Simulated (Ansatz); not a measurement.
# Zn6O7: the cost of one run

Program: Ansatz 0.2.0. Level of theory: DFT PBE, scalar-relativistic, plane waves, PAW. These are calculated values, not measurements.

1 further run of the same task is left out (set aside as unsound or not needed).

## Step 1: The system as given

Symmetry: P6_3mc, No. 186, hexagonal system. The conventional cell has a = 3.279 Å, b = 3.279 Å, c = 5.293 Å, α = 90.00°, β = 90.00°, γ = 120.00°. Around Zn (site symmetry 3m) lie 4 O at 2.00 to 2.01 Å. O (site symmetry 3m) is surrounded by 4 Zn at 2.00 to 2.01 Å.

Structure file:

```
CELL_PARAMETERS angstrom
3.27939 0.00000 0.00000
-1.63970 2.84004 0.00000
0.00000 0.00000 5.29323
ATOMIC_POSITIONS crystal
Zn 0.66667 0.33333 0.50060
Zn 0.33333 0.66667 0.00060
O 0.66667 0.33333 0.87971
O 0.33333 0.66667 0.37971
```

It goes back to an entry of the Materials Project.

This cell was relaxed beforehand with the same method: volume 12.32 Å³/atom, gap on the mesh 0.74 eV.

## Step 2: The defect cell, relaxed

The supercell's rows are 0 0 -1; -2 -1 0; 1 2 0 in vectors of the relaxed cell. Atom 13 is the O that will move.

Input file input.yaml:

```yaml
crystal:
  lattice:
    - [0.0, 0.0, -5.2932331742]
    - [-4.9190861691, -2.8400357239, 0.0]
    - [1.0e-10, 5.6800714478, 0.0]
  atoms:
    - { symbol: Zn, position: [0.4993955884, 0.3333333333, 0.3333333333] }
    - { symbol: Zn, position: [0.4993955884, 0.6666666667, 0.0] }
    - { symbol: Zn, position: [0.4993955884, 0.0, 0.6666666667] }
    - { symbol: Zn, position: [0.9993955884, 0.6666666667, 0.6666666667] }
    - { symbol: Zn, position: [0.9993955884, 0.0, 0.3333333333] }
    - { symbol: Zn, position: [0.9993955884, 0.3333333333, 0.0] }
    - { symbol: O, position: [0.1202944116, 0.3333333333, 0.3333333333] }
    - { symbol: O, position: [0.1202944116, 0.6666666667, 0.0] }
    - { symbol: O, position: [0.1202944116, 0.0, 0.6666666667] }
    - { symbol: O, position: [0.6202944116, 0.6666666667, 0.6666666667] }
    - { symbol: O, position: [0.6202944116, 0.0, 0.3333333333] }
    - { symbol: O, position: [0.6202944116, 0.3333333333, 0.0] }
    - { symbol: O, position: [0.79318843, 0.0175419089, 0.0292733959] }
basis:
  ecutwfc: 420
  xc_grid: 2
kpoints:
  mp_grid: { grid: [3, 3, 3], shift: [0.0, 0.0, 0.0] }
hamiltonian:
  xc: pbe
scf:
  occupations: { method: gaussian, width: 0.02 }
output:
  forces: true
  stress: false
  eigenvalues: true
relax:
  adjacent_minimum: "off"
  f_tol: 0.02
  max_steps: 60
```

Command:

```bash
> ansatz run input.yaml --threads 4 --pin off --max-ram 10240MiB --backend cpu --events-out ev --progress --plain --runs-dir out
```

Q: Estimate wall time and peak memory on 4 threads of Intel Xeon at 2.70GHz, shared host.

About 58 s, with a peak of 0.6 GiB.
